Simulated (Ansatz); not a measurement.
KBr (started from an entry of an open crystallographic database), relaxed with r2SCAN: it is cubic, Fm-3m (No. 225); a = 6.605 Å in the conventional setting, 36.02 Å³ an atom. K is surrounded by 6 Br at 3.30 Å; Br is surrounded by 6 K at 3.30 Å. One-shot G0W0@PBE in the PAW code Ansatz on a 4×4×4 mesh (contour deformation, no spin-orbit coupling), from a PBE gap of 4.429 eV over the mesh points (the G0W0 gap is direct on the mesh); the number N of bands summed and the screening cutoff rise together. Spin-unpolarised throughout; all numbers are computed.

```csv
N,cutoff (eV),1000/N,G0W0 gap (eV)
125,80,8.000,6.768
278,140,3.597,6.972
```

Question: Lay a straight line in 1000/N through these rows.

Answer: The slope is -0.0463 eV per unit of 1000/N and the intercept 7.139 eV.

Question: Predict the gap at N = 505 (210 eV).

Answer: 7.139 + (-0.0463) × 1.980 = 7.047 eV; the run gives 7.051 eV, +0.004 eV from the line.

Question: With that run's result added, what limit do the last two rows suggest?

Answer: Their slope is (7.051 − 6.972)/(1.980 − 3.597) = -0.0489, which meets 1/N = 0 at 7.15 eV, against 7.139 eV from the first line. The two lines nearly agree; the k mesh isn't extrapolated.

Spin-orbit coupling is left out.
